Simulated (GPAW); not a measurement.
The S K edge of atom 3 in CdS (Greenockite, P6_3mc), with 1 Cd at 2.53 Å and 3 Cd at 2.54 Å (tetrahedral, site symmetry 3m), was computed in 2 ways: full core hole (charged cell) and no core hole. Program and functional: GPAW, PBE, Gaussian full width 0.9 eV up to 4 eV, rising linearly to 3.5 eV at 25 eV; cells of 4 and 12 atoms (the run without a hole in the smaller).

Each run is counted from its own lowest empty level or Fermi level and scaled to a mean of 1 over its first 20 eV.

```
E (eV)  run 1  run 2
  -2.0   0.00   0.00
  -1.5   0.00   0.00
  -1.0   0.00   0.00
  -0.5   0.00   0.00
   0.0   0.00   0.00
   0.5   0.02   0.02
   1.0   0.13   0.18
   1.5   0.33   0.44
   2.0   0.68   1.01
   2.5   1.28   2.06
   3.0   1.43   2.06
   3.5   1.47   1.46
   4.0   1.68   1.71
   4.5   2.02   1.92
   5.0   1.45   1.40
   5.5   1.47   1.42
   6.0   1.90   1.72
   6.5   2.07   1.65
   7.0   1.64   1.18
   7.5   1.16   0.77
   8.0   1.01   0.68
   8.5   1.01   0.75
   9.0   0.94   0.77
   9.5   0.76   0.67
  10.0   0.60   0.56
  10.5   0.51   0.54
  11.0   0.48   0.57
  11.5   0.51   0.66
  12.0   0.68   0.81
  12.5   0.95   1.02
  13.0   1.18   1.22
  13.5   1.29   1.30
  14.0   1.26   1.28
  14.5   1.15   1.19
  15.0   1.02   1.11
  15.5   0.93   1.04
  16.0   0.91   0.97
  16.5   0.92   0.90
  17.0   0.94   0.85
  17.5   0.92   0.80
  18.0   0.85   0.76
  18.5   0.76   0.72
  19.0   0.67   0.69
  19.5   0.60   0.68
  20.0   0.57   0.70
  20.5   0.58   0.75
  21.0   0.62   0.82
  21.5   0.68   0.90
  22.0   0.75   0.98
  22.5   0.81   1.05
  23.0   0.88   1.12
  23.5   0.94   1.17
  24.0   1.00   1.21
  24.5   1.06   1.24
  25.0   1.11   1.25
  25.5   1.13   1.25
  26.0   1.13   1.22
  26.5   1.11   1.19
  27.0   1.06   1.15
  27.5   1.01   1.11
  28.0   0.97   1.08
  28.5   0.95   1.07
  29.0   0.96   1.07
  29.5   1.00   1.09
  30.0   1.05   1.10
  30.5   1.09   1.11
  31.0   1.11   1.10
  31.5   1.11   1.08
  32.0   1.08   1.05
```

The database entry behind the starting cell differs from later determinations by our own check (about 0.35 % long), so it need not match the best structure at ambient conditions.

**Question.** Which run is which?

Run 1: no core hole (area from −2 to 6 eV 6.4, main maxima 4.4 eV (2.04), 6.4 eV (2.09) and 13.6 eV (1.30)). Run 2: full core hole (charged cell) (area from −2 to 6 eV 7.3, main maxima 2.7 eV (2.23), 4.3 eV (1.97), 6.2 eV (1.76) and 13.6 eV (1.31)). With each curve scaled to its own mean, the area from −2 to 6 eV with the hole is 7.3 against 6.4, and the centre of weight from −1 to 20 eV moves by -0.2 eV (first and strongest maxima below 20 eV: 4.4 eV (2.04), 6.4 eV (2.09) and 13.6 eV (1.30) without the hole, 2.7 eV (2.23), 4.3 eV (1.97) and 6.2 eV (1.76) with it); the shape changes all the same, by 21 % r.m.s.

[Banner, clock and machine lines of the logs are left out without a mark of their own.]

[Logs are printed without paths, hosts, clocks, repeated set-up lines and the standing remarks that a program may print on its own settings, such as how far it seeks lower states.]

[Hosts, paths, dates, database ids (printed as entryN), source tags and the programs' standing remarks are cut or masked in the printed files.]

[Lists of maxima count a maximum above −3 eV only where it reaches 4 % of the highest in the window and stands out from its surroundings by 2 % of it (1.5 % where it reaches 55 %); shoulders and weaker maxima are passed over, and of the rest the first, up to two pre-edge ones and the few strongest are named.]
